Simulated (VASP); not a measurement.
# Cu (P6_3/mmc) in VASP: a series of runs, part 2 of 2

VASP 6.6.1. Earlier steps stand in the parts before.

## 5. Single point, PBE

Contents of INCAR:

```
SYSTEM = Cu
PREC = Accurate ; ENCUT = 400
EDIFF = 1E-6 ; ISMEAR = -1
SIGMA = 0.02 ; LREAL = .FALSE.
LASPH = .TRUE. ; NELM = 100
ALGO = Normal ; ISIF = 2
LWAVE = .FALSE. ; LCHARG = .FALSE.
GGA = PE ; NBANDS = 18
ADDGRID = .FALSE.
```

Contents of KPOINTS:

```
Automatic mesh
0
G
  6 6 3
  0 0 0
```

Contents of POSCAR:

```
Cu
1.0
    2.5340966698      0.0000000000      0.0000000000
   -1.2670483349      2.1945920917      0.0000000000
    0.0000000000      0.0000000000      4.1125710000
Cu
2
Direct
    0.6666666667      0.3333333333      0.7500000000
    0.3333333333      0.6666666667      0.2500000000
```

Potentials or basis: VASP PAW PBE potentials, release 64 (Cu).

On the command line:

```bash
$ cat potpaw_PBE.64/Cu/POTCAR > POTCAR
$ mpirun -np 1 vasp_std > vasp.out
```

OUTCAR:

```text
SYSTEM = Cu
   PREC = Accurate
   ENCUT = 400
   EDIFF = 1E-6
   ISMEAR = -1
   LREAL = .FALSE.
   LASPH = .TRUE.
   NELM = 100
   ISIF = 2
   GGA = PE

 Found     14 irreducible k-points:

 Following reciprocal coordinates:
            Coordinates               Weight
  0.000000  0.000000  0.000000      1.000000
  0.166667 -0.000000  0.000000      6.000000
  0.333333 -0.000000  0.000000      6.000000
  0.500000  0.000000  0.000000      3.000000
  0.166667  0.166667  0.000000      6.000000
  0.333333  0.166667  0.000000     12.000000
   k-points           NKPTS =     14   k-points in BZ     NKDIM =     14   number of bands    NBANDS=     18
   number of dos      NEDOS =    301   number of ions     NIONS =      2
   total plane-waves  NPLWV =   9072
   dimension x,y,z NGX =    18 NGY =   18 NGZ =   28
   dimension x,y,z NGXF=    36 NGYF=   36 NGZF=   56
   ions per type =               2
   NGX,Y,Z   is equivalent  to a cutoff of  11.81, 11.81, 11.32 a.u.
   NGXF,Y,Z  is equivalent  to a cutoff of  23.62, 23.62, 22.64 a.u.
 SYSTEM =  Cu
   PREC   = accura    normal or accurate (medium, high low for compatibility)
   ISTART =      0    job   : 0-new  1-cont  2-samecut
   ICHARG =      2    charge: 1-file 2-atom 10-const
   ISPIN  =      1    spin polarized calculation?
   LNONCOLLINEAR =      F non collinear calculations
   LSORBIT =      F    spin-orbit coupling
   LASPH  =      T    aspherical Exc in radial PAW
   ENCUT  =  400.0 eV  29.40 Ry    5.42 a.u.   4.13  4.13  6.71*2*pi/ulx,y,z
   NELM   =    100;   NELMIN=  2; NELMDL= -5     # of ELM steps
   EDIFF  = 0.1E-05   stopping-criterion for ELM
   LREAL  =      F    real-space projection
   EDIFFG = 0.1E-04   stopping-criterion for IOM
   NSW    =      0    number of steps for IOM
   IBRION =     -1    ionic relax: 0-MD 1-quasi-New 2-CG
   NFREE  =      0    steps in history (QN), initial steepest desc. (CG)
   ISIF   =      2    stress and relaxation
   ISYM   =      2    0-nonsym 1-usesym 2-fastsym
   POTIM  = 0.5000    time-step for ionic-motion
   TEBEG  =    0.0;   TEEND  =   0.0 temperature during run
   PSTRESS=    0.0 pullay stress
   NELECT =      22.0000    total number of electrons
   NUPDOWN=      -1.0000    fix difference up-down
   EMIN   =  10.00;   EMAX   =-10.00  energy-range for DOS
   EFERMI =   0.00;   METHOD = LEGACY
   ISMEAR =    -1;   SIGMA  =   0.02  broadening in eV -4-tet -1-fermi 0-gaus
   EFERMI_NEDOS =   21; number of points for ismear=-14 and -15
   IALGO  =     38    algorithm
   IMIX   =      4    mixing-type and parameters
     AMIX     =   0.40;   BMIX     =  1.00
     AMIX_MAG =   1.60;   BMIX_MAG =  1.00
  volume/ion in A,a.u.               =      11.44        77.17
  Fermi-wavevector in a.u.,A,eV,Ry     =   1.616041  3.053874 35.532800  2.611587
  Thomas-Fermi vector in A             =   2.710691
   LORBIT       =      0    0 simple, 1 ext, 2 COOP (PROOUT), +10 PAW based schemes
   GGA     = PE    functional components
   LHFCALC =     F    Hartree Fock is set to
   AEXX    =    0.0000 exact exchange contribution
   IVDW    =     0    specifies the selected vdW correction
   LEPSILON=     F    determine dielectric tensor
   LRPA    =     F    only Hartree local field effects (RPA)
 non-spin polarized calculation
  energy-cutoff  :      400.00
  volume of cell :       22.87
 maximum number of plane-waves:       428
 NGX is ok and might be reduce to    18
   NGX =  9   NGY =  9   NGZ = 13

 number of electron      21.9999988 magnetization

 Free energy of the ion-electron system (eV)
  ---------------------------------------------------
  ext. energy  EPLUGINS =         0.00000000
  ---------------------------------------------------
  free energy    TOTEN  =        -7.25045604 eV

  energy without entropy =       -7.24609221  energy(sigma->0) =       -7.24827412

 E-fermi :   7.9805     XC(G=0): -12.9202

 val. band max:        7.9497717260   @ k =   0.5000   0.0000   0.0000
 cond. band min:       8.0154073333   @ k =   0.3333   0.1667   0.3333
 fundamental gap:      0.0656356073
 Fermi energy:         7.9805377542

 k-point     1 :       0.0000    0.0000    0.0000
  band No.  band energies     occupation
      1      -1.6124      2.00000
      2       2.7219      2.00000
      3       4.8571      2.00000
      4       4.8702      2.00000
      5       4.8702      2.00000
      6       5.0932      2.00000
[... 10 lines left out ...]
     17      31.7439      0.00000
     18      31.7439      0.00000

 k-point     2 :       0.1667   -0.0000    0.0000
  band No.  band energies     occupation
      1      -0.7141      2.00000
      2       3.1791      2.00000
      3       4.4976      2.00000
      4       4.7006      2.00000
      5       4.9269      2.00000
      6       5.1913      2.00000
[... 10 lines left out ...]
     17      30.0131      0.00000
     18      31.8667      0.00000

 k-point     3 :       0.3333   -0.0000    0.0000
  band No.  band energies     occupation
      1       1.5888      2.00000
      2       3.4657      2.00000
      3       3.7665      2.00000
      4       4.4017      2.00000
      5       4.9188      2.00000
      6       4.9432      2.00000
[... 10 lines left out ...]
     17      23.8144      0.00000
     18      27.8012      0.00000

 k-point     4 :       0.5000    0.0000    0.0000
  band No.  band energies     occupation
      1       2.9718      2.00000
      2       3.2151      2.00000
      3       3.4709      2.00000
      4       4.7891      2.00000
      5       4.8184      2.00000
      6       4.9248      2.00000
[... 10 lines left out ...]
     17      21.2194      0.00000
     18      27.2918      0.00000

 k-point     5 :       0.1667    0.1667    0.0000
  band No.  band energies     occupation
      1       0.9320      2.00000
      2       3.6986      2.00000
      3       4.0078      2.00000
      4       4.1140      2.00000
      5       4.8329      2.00000
      6       4.8826      2.00000
[... 10 lines left out ...]
     17      26.9614      0.00000
     18      27.7410      0.00000

 k-point     6 :       0.3333    0.1667    0.0000
  band No.  band energies     occupation
      1       3.0299      2.00000
      2       3.5683      2.00000
      3       3.6018      2.00000
      4       4.2345      2.00000
      5       4.6806      2.00000
      6       4.9420      2.00000
[... 10 lines left out ...]
     17      21.5390      0.00000
     18      25.3723      0.00000

 [... further k-points ...]

------------------------ aborting loop because EDIFF is reached ----------------------------------------

  FORCE on cell =-STRESS in cart. coord.  units (eV):
  Direction    XX          YY          ZZ          XY          YZ          ZX
  --------------------------------------------------------------------------------------
  -------------------------------------------------------------------------------------
  Total        0.9815023      0.9815023      1.2020280      0.0000000     -0.0000000      0.0000000
  in kB       68.7561409     68.7561409     84.2043945      0.0000000     -0.0000000      0.0000000
  external PRESSURE =      73.9055588 kB  Pullay stress =       0.0000000 kB

 VOLUME and BASIS-vectors are now :
 -----------------------------------------------------------------------------
  energy-cutoff  :      400.00
  volume of cell :       22.87
      direct lattice vectors                 reciprocal lattice vectors
     2.534096670  0.000000000  0.000000000     0.394617937  0.227832772  0.000000000
    -1.267048335  2.194592092  0.000000000     0.000000000  0.455665544  0.000000000
     0.000000000  0.000000000  4.112571000     0.000000000  0.000000000  0.243156896

 POSITION                                       TOTAL-FORCE (eV/Angst)
 -----------------------------------------------------------------------------------
      1.26705      0.73153      3.08443         0.000000     -0.000000      0.000000
     -0.00000      1.46306      1.02814        -0.000000      0.000000      0.000000
 -----------------------------------------------------------------------------------
    total drift:                               -0.000000      0.000000     -0.000000

  FREE ENERGIE OF THE ION-ELECTRON SYSTEM (eV)
  ---------------------------------------------------
  free  energy   TOTEN  =        -7.2504560361 eV

  energy  without entropy=       -7.2460922100  energy(sigma->0) =       -7.24827412
```

OSZICAR:

```text
N       E                     dE             d eps       ncg     rms          rms(c)
DAV:   1     0.119676329858E+03    0.11968E+03   -0.88380E+03   528   0.186E+03
DAV:   2    -0.360712641402E+01   -0.12328E+03   -0.11716E+03   506   0.274E+02
DAV:   3    -0.907798271883E+01   -0.54709E+01   -0.54031E+01   600   0.796E+01
DAV:   4    -0.913159897014E+01   -0.53616E-01   -0.53573E-01   614   0.884E+00
DAV:   5    -0.913231481778E+01   -0.71585E-03   -0.71579E-03   626   0.842E-01    0.110E+01
DAV:   6    -0.795970672426E+01    0.11726E+01   -0.10961E+01   534   0.949E+01    0.544E+00
DAV:   7    -0.728043679694E+01    0.67927E+00   -0.21884E+00   564   0.390E+01    0.992E-01
DAV:   8    -0.725236266220E+01    0.28074E-01   -0.10537E-02   782   0.147E+00    0.310E-01
DAV:   9    -0.725042984536E+01    0.19328E-02   -0.22520E-03   678   0.133E+00    0.267E-02
DAV:  10    -0.725045621186E+01   -0.26366E-04   -0.10221E-04   576   0.115E-01    0.987E-03
DAV:  11    -0.725045603610E+01    0.17576E-06   -0.27048E-06   522   0.267E-02
   1 F= -.72504560E+01 E0= -.72482741E+01  d E =-.436383E-02
```

stdout:

```text
POSCAR found type information on POSCAR Cu
 POSCAR found :  1 types and       2 ions
 scaLAPACK will be used
 LDA part: xc-table for (Slater+PW92), standard interpolation
 POSCAR, INCAR and KPOINTS ok, starting setup
 FFT: planning ... GRIDC
 FFT: planning ... GRID_SOFT
 FFT: planning ... GRID
 WAVECAR not read
 entering main loop
```

It used 4.7 s of CPU time on 1 thread of AMD EPYC 7R13 Processor (Zen 3) (shared host), which was overloaded at the time.

The run converged, but some of its settings lie outside the range that counts as converged, so its numbers aren't taken as properties of the crystal.

Results:

```
Free energy            : -7.2505 eV
Pressure               : 7.4 GPa
Band gap on the k mesh : none (metal or under the smearing width)
```

Caveat: the k mesh is coarse (spacing up to 0.51 Å⁻¹), so the values aren't converged.
